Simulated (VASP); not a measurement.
A VASP 6.6.1 single-point calculation on Si

INCAR

```
NBANDS = 16
GGA = PE
LWAVE = .FALSE.
ENCUT = 520
ISIF = 2
SIGMA = 0.02
IBRION = -1
LCHARG = .FALSE.
LREAL = .FALSE.
NELMIN = 4
EDIFF = 1E-7
ISMEAR = -1
PREC = Accurate
NELM = 120
LASPH = .TRUE.
NSW = 0
```

KPOINTS

```
KPOINTS created by Atomic Simulation Environment
0
Gamma
12 12 4
0 0 0
```

POSCAR

```
Si
 1.0000000000000000
     3.8321295590073570    0.0000000000000000    0.0000000000000000
    -1.9160647795036785    3.3187215486936292    0.0000000000000000
     0.0000000000000000    0.0000000000000000    6.0875681860000004
 Si
   4
Cartesian
 -0.0000000000000000  2.2124810324624193 -0.0138384338235808
  1.9160647795036783  1.1062405162312097  3.0299456591764198
 -0.0000000000000000  2.2124810324624193  2.2966765035735808
  1.9160647795036783  1.1062405162312097  5.3404605965735810
```

The recommended PBE PAW datasets give the neutral cell 16 valence electrons.

Command

```
mpirun -np 1 vasp_std
```

Problem. Predict the outcome of this run.

Solution. It converged. Results: gap between bands v and c on the k mesh 0.19 eV; least direct gap on the k mesh 0.72 eV; pressure 5.5 GPa; largest force 0.03 eV/Å. Band v is the last that the valence electrons fill when counted band by band, and c is the next.

OSZICAR

```
N       E                     dE             d eps       ncg     rms          rms(c)
DAV:   1     0.276044317594E+02    0.27604E+02   -0.59847E+03  1824   0.821E+02
DAV:   2    -0.200699700497E+02   -0.47674E+02   -0.43280E+02  2472   0.124E+02
DAV:   3    -0.219304160283E+02   -0.18604E+01   -0.18460E+01  2456   0.229E+01
DAV:   4    -0.219514202952E+02   -0.21004E-01   -0.20999E-01  2256   0.314E+00
DAV:   5    -0.219517854224E+02   -0.36513E-03   -0.36509E-03  2456   0.388E-01    0.721E+00
DAV:   6    -0.216654930250E+02    0.28629E+00   -0.11737E-01  2176   0.163E+00    0.441E+00
DAV:   7    -0.215377095274E+02    0.12778E+00   -0.24110E-01  2232   0.244E+00    0.280E-01
DAV:   8    -0.215398617125E+02   -0.21522E-02   -0.17294E-02  2128   0.672E-01    0.116E-01
DAV:   9    -0.215403688726E+02   -0.50716E-03   -0.68490E-04  2416   0.152E-01    0.863E-02
DAV:  10    -0.215404896549E+02   -0.12078E-03   -0.11871E-04  2192   0.546E-02    0.143E-02
DAV:  11    -0.215404981021E+02   -0.84472E-05   -0.12035E-05  2360   0.185E-02    0.100E-02
DAV:  12    -0.215404998067E+02   -0.17046E-05   -0.17048E-06  2192   0.728E-03    0.188E-03
DAV:  13    -0.215404997832E+02    0.23436E-07   -0.29893E-07  2328   0.279E-03
   1 F= -.21540500E+02 E0= -.21540492E+02  d E =-.159230E-04
```

Standard output (part)

```
POSCAR found type information on POSCAR Si
 POSCAR found :  1 types and       4 ions
 LDA part: xc-table for (Slater+PW92), standard interpolation
 POSCAR, INCAR and KPOINTS ok, starting setup
 WAVECAR not read
 entering main loop
```

For comparison, a separate PBE run of the intended cell, on usual settings and not on those above, gives a gap of 0.19 eV on its mesh and a pressure of 5.5 GPa.
